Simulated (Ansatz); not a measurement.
**La: one crystal by all-electron and frozen-core methods**

Does the method matter for La? The same cell, functional and mesh are run with full-potential LAPW, PAW on the default files and datasets made for this crystal.

Method: DFT PBE, scalar-relativistic, in Ansatz 0.2.0.

1 further run of the same task is left out (set aside as unsound or not needed).

### Step 1. The structure to begin with

Symmetry: Fd-3m, No. 227, cubic system. Conventional cell: a = 6.677 Å, b = 6.677 Å, c = 6.677 Å, α = 90.00°, β = 90.00°, γ = 90.00°. La (site symmetry -43m) has 4 La at 2.89 Å as nearest neighbours.

Coordinates:

```cif
data_structure
_symmetry_space_group_name_H-M 'Fd-3m:1'
_symmetry_Int_Tables_number 227
_cell_length_a 6.6773
_cell_length_b 6.6773
_cell_length_c 6.6773
_cell_angle_alpha 90.000
_cell_angle_beta 90.000
_cell_angle_gamma 90.000
_cell_volume 297.72
loop_
_atom_site_label
_atom_site_type_symbol
_atom_site_symmetry_multiplicity
_atom_site_Wyckoff_symbol
_atom_site_fract_x
_atom_site_fract_y
_atom_site_fract_z
_atom_site_occupancy
La1 La 8 b 0.00000 0.00000 0.50000 1
```

The file gives the conventional cell by its symmetry; the runs use the cell typed in the input.

The cell was relaxed by PAW from a hypothetical start (diamond type); it needn't be the stable phase of this composition.

Atoms are numbered in the order of the input: La1, La2.

### Step 2. Full-potential LAPW

input.yaml

```yaml
crystal:
  lattice:
    - [0.0, 3.338665957, 3.338665957]
    - [3.338665957, 0.0, 3.338665957]
    - [3.338665957, 3.338665957, 0.0]
  atoms:
    - { symbol: La, position: [0.0, 0.0, 0.0] }
    - { symbol: La, position: [0.25, 0.25, 0.25] }
kpoints:
  mp_grid: { grid: [10, 10, 10] }
  band_path:
    path:
      - [0.0, 0.0, 0.0]
      - [0.5, 0.0, 0.5]
      - [0.625, 0.25, 0.625]
      - [0.375, 0.375, 0.75]
      - [0.0, 0.0, 0.0]
      - [0.5, 0.5, 0.5]
      - [0.5, 0.25, 0.75]
      - [0.5, 0.0, 0.5]
    npoints: 8
scf:
  occupations: { method: fermi_dirac, width: 0.03 }
hamiltonian:
  xc: pbe
  pseudopotentials: { kind: all_electron, lapw: { basis_error: 0.001 } }
output:
  forces: true
  stress: true
  eigenvalues: true
  fatbands: true
  populations: true
  dos: { projected: true, de: 0.2, e_range: [-14, 8] }
```

### Step 3. PAW on the default files

input.yaml, as its differences from that of step 2:

```diff
@@ -25,3 +25,3 @@
   xc: pbe
-  pseudopotentials: { kind: all_electron, lapw: { basis_error: 0.001 } }
+  pseudopotentials: { kind: paw }
 output:
@@ -30,4 +30,5 @@
   eigenvalues: true
-  fatbands: true
+  efg: { contact_densities: true }
   populations: true
+  bader: true
   dos: { projected: true, de: 0.2, e_range: [-14, 8] }
```

### Step 4. Datasets made for this crystal

input.yaml, as its differences from that of step 3:

```diff
@@ -25,3 +25,3 @@
   xc: pbe
-  pseudopotentials: { kind: paw }
+  pseudopotentials: { kind: all_electron, datasets: crystal }
 output:
@@ -31,4 +31 @@
   efg: { contact_densities: true }
-  populations: true
-  bader: true
-  dos: { projected: true, de: 0.2, e_range: [-14, 8] }
```

(Steps that only read results are left out.)

Q: Predict the outcome of this session. Wanted: pressure; gap; Bader charges.

The runs gave:

```
           quantity                                           value
           pressure  LAPW 0.04, PAW 0.00, crystal datasets 0.03 GPa
         gap (LAPW)                                            none
Bader charges (PAW)                                     La1 +0.00 e
```

**Reading.** The pressure is within half a GPa of zero, so the volume is close to equilibrium at this level. There is no gap at this level; the crystal is a metal here. La 5d carries the largest share, 67 %, of the projected states within 0.3 eV of the Fermi level. The projection holds only the free atom's occupied shells (La 6s, La 5p, La 5d, La 4f in this range). PAW lies -0.04 GPa from LAPW in pressure. The price, with the outputs that each input asks for: 36 s for LAPW against 17 s for PAW, about 2.1 to one. Spin-orbit coupling is left out, though the cell holds La; in elements this heavy it can shift bands and gaps by tenths of an eV.
